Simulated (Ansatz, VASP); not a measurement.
Rh in VASP and in Ansatz

The input INCAR:

```
PREC = Accurate ; ENCUT = 520
EDIFF = 1E-7 ; ISMEAR = 0
SIGMA = 0.15 ; LREAL = F
LASPH = T ; NELM = 100
ALGO = Fast ; ISIF = 2
LWAVE = F ; LCHARG = F
GGA = CA ; NBANDS = 14
```

File KPOINTS:

```
Automatic mesh
0
Gamma
  22 22 22
```

Contents of POSCAR:

```
Rh
1.0
    0.0000000000      1.9015500000      1.9015500000
    1.8254880000      0.0000000000      1.9015500000
    1.8254880000      1.9015500000      0.0000000000
Rh
1
Direct
    0.0000000000      0.0000000000      0.0000000000
```

Input for Ansatz:

```yaml
crystal:
  lattice:
    - [0.0, 1.90155, 1.90155]
    - [1.825488, 0.0, 1.90155]
    - [1.825488, 1.90155, 0.0]
  atoms:
    - { symbol: Rh, position: [0.0, 0.0, 0.0] }
basis:
  ecutwfc: 420
kpoints:
  mp_grid: { grid: [22, 22, 22] }
hamiltonian:
  xc: lda
scf:
  occupations: { method: gaussian, width: 0.15 }
output:
  forces: true
  stress: true
  eigenvalues: true
```

Change from the starting cell: strain -0.0400 x Voigt [1, 0, 0, 0, 0, 0], atoms carried along.

Alike in both runs: task single point; functional LDA; k mesh 22 × 22 × 22; occupations gaussian, width 0.15 eV; no spin polarisation.

```csv
,VASP,Ansatz
version,VASP 6.6.1,Ansatz 0.2.0
potentials or method,"VASP PAW LDA potentials, release 64 (Rh_pv)","scalar-relativistic, plane waves, PAW"
plane-wave cutoff (eV),520,420
valence electrons in the cell,15,17
```

VASP gave:

| Quantity | Value |
| --- | --- |
| gap on the k mesh at the Fermi level (eV) | none |
| pressure (GPa) | 1.8 |
| largest component of the traceless stress (GPa) | 7.19 |

Task: Estimate Ansatz's values.

Result: gap on the k mesh at the Fermi level (eV): none; pressure (GPa): 0.9; largest component of the traceless stress (GPa): 7.20.

A gap of «none» marks a metal or a gap that the smearing closes. The two sets of potentials don't hold the same shells in valence.
